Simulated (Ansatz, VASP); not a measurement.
CdTe: VASP beside Ansatz

```
Cd Te
1.0
     3.70841    0.00000    0.00000
     0.00000    3.70841    0.00000
     0.00000    0.00000    3.70841
Cd Te
1 1
Direct
  0.00000 0.00000 0.00000
  0.50000 0.50000 0.50000
```

Change from the starting cell: volume scaled by 0.94, LAPW.

Alike in both runs: task single point; functional PBE; k mesh 11 × 11 × 11; occupations fermi-dirac, width 0.05 eV; no spin polarisation.

|  | VASP | Ansatz |
| --- | --- | --- |
| version | VASP 6.6.1 | Ansatz 0.2.0 |
| potentials or method | VASP PAW PBE potentials, release 64 (Cd, Te), cutoff 520 eV | all-electron LAPW, scalar-relativistic |

|  | VASP | Ansatz | Ansatz less VASP |
| --- | --- | --- | --- |
| pressure (GPa) | 3.5 | 3.3 | -0.16 |

Ansatz ran all-electron here, so the differences hold the error of VASP's frozen core and of both bases.

The runs have no spin-orbit coupling, so splittings on Te are missing.
